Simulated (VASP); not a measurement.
Input of a VASP 6.6.1 run:

POSCAR

```
Si                                      
1.0
    0.0000000000      2.6616762002      2.6616762002
    2.6616762002      0.0000000000      2.6616762002
    2.6616762002      2.6616762002      0.0000000000
  Si            
     2
Direct
     0.7500000000000000    0.7500000000000000    0.7500000000000000
     0.5000000000000000    0.5000000000000000    0.5000000000000000
```

INCAR.step1

```
SYSTEM = Si
PREC = Accurate
ENCUT = 520
EDIFF = 1E-5
ISMEAR = 0
SIGMA = 0.02
LREAL = .FALSE.
LASPH = .TRUE.
NELM = 60
ALGO = Normal
ISIF = 2
LWAVE = .TRUE.
NBANDS = 11
KPAR = 4
GGA = PE
```

INCAR.step2

```
SYSTEM = Si
PREC = Accurate
ENCUT = 520
EDIFF = 1E-7
ISMEAR = 0
SIGMA = 0.02
LREAL = .FALSE.
LASPH = .TRUE.
NELM = 60
ALGO = Normal
ISIF = 2
LWAVE = .FALSE.
LCHARG = .FALSE.
GGA = PE
LHFCALC = .TRUE.
HFSCREEN = 0.2
PRECFOCK = Fast
NBANDS = 11
KPAR = 4
ISTART = 1
```

Contents of KPOINTS:

```
Automatic mesh
0
G
  6 6 6
  0 0 0
```

Potentials or basis: VASP PAW PBE potentials, release 64 (Si).

Command:

```sh
$ cat potpaw_PBE.64/Si/POTCAR > POTCAR
$ cp INCAR.step1 INCAR
$ mpirun -np 4 vasp_std > vasp.out
$ cp INCAR.step2 INCAR
$ mpirun -np 4 vasp_std > vasp.out
```

Task: What does it give for the band gap on the k mesh?

Result: 1.18 eV, indirect (least direct gap 3.37 eV).

Task: Estimate the pressure.

Result: 7.0 GPa.

Caveat: the PAW data sets were made with another functional, which shifts forces and pressure a little. A k mesh can miss the band edges.
